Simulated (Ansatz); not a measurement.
## Zn: pressure and energy above lowest point as volume per atom varies

All results are calculated (Ansatz 0.2.0 development build). Equation of state of a cubic crystal from periodic Kohn-Sham density functional theory without spin; pressure corrected for the finite basis.

Cell of the first row (space group Im-3m, No. 229):
```
Zn
1.0
     -1.5445     1.5445     1.5445
      1.5445    -1.5445     1.5445
      1.5445     1.5445    -1.5445
Zn
1
Direct
  0.00000 0.00000 0.00000
```

Settings of every row: formula Zn; structure type bcc; functional PBE; spin treatment none; k mesh 25x25x25; occupation method fermi-dirac; occupation width 0.061225619 eV; wave cutoff 660 eV; datasets hand-made PAW; density cutoff ratio 4.

Limits: a cubic model structure, not a phase known at ambient conditions; the SCF threshold is loose for a stress in some rows.

```csv
row,volume per atom (Å³),pressure (GPa),energy above lowest point (meV/atom)
1,14.738,3.146,6.15
2,15.045,1.573,1.66
3,15.352,0.184,0
4,15.659,?,?
5,15.966,-2.121,3.9
6,16.273,-3.069,8.9
```

Question: what pressure and energy above lowest point should row 4 give?

Worked fit of pressure. Take u = (V_r/V)^(2/3) − 1 with V_r = 15.352 Å³ an atom, which is twice the finite (Eulerian) strain; such expansions in the strain, on which the Birch-Murnaghan equation of state is built, carry the rest volume and the bulk modulus. The shown rows have u = 0.02758, 0.01356, 0, -0.02581, -0.0381. Least squares give pressure = 0.1842 + 98.091 × u + 334.94 × u² GPa; a straight line predicts inner rows, each left out in turn, worse (root mean square 0.16 against 0.0042 GPa). The rows lie off it by 0.002, -0.003, 0.000, 0.003, -0.002. The pressure vanishes at u = -0.0019, or V = 15.4 Å³ an atom, and there the bulk modulus at fixed shape and fractions is B = −V dP/dV = (2/3)(1 + u) dP/du = 64.4 GPa. The withheld row has u = -0.01311, so the fit gives 0.1842 + 98.091 × (-0.01311) + 334.94 × (-0.01311)² = -1.044 GPa.

The calculation gave -1.041 GPa. The fit lies 0.003 GPa (0.048 % of the column's range) below it; its largest miss of a shown row is 0.003 GPa.

Worked fit of energy above lowest point. Take u = (V_r/V)^(2/3) − 1 with V_r = 15.352 Å³ an atom, which is twice the finite (Eulerian) strain; such expansions in the strain, on which the Birch-Murnaghan equation of state is built, carry the rest volume and the bulk modulus. The shown rows have u = 0.02758, 0.01356, 0, -0.02581, -0.0381. Least squares give energy above lowest point = 0.007 + 30.38 × u + 6944.7 × u² meV/atom; a straight line predicts inner rows, each left out in turn, worse (root mean square 3.3 against 0.059 meV/atom). The rows lie off it by 0.02, -0.04, -0.01, 0.05, -0.03 (root mean square 0.033 meV/atom). Its lowest point lies at u = -0.0022, or V = 15.4 Å³ an atom, and the curvature there gives the bulk modulus at fixed shape and fractions, B = (4/9)(1 + u)² E″(u)/V = 63.9 GPa. The withheld row has u = -0.01311, so the fit gives 0.007 + 30.38 × (-0.01311) + 6944.7 × (-0.01311)² = 0.80 meV/atom.

The calculation gave 0.85 meV/atom. The fit lies 0.05 meV/atom (5.9 % of the value, 0.56 % of the column's range) below it; its largest miss of a shown row is 0.05 meV/atom.
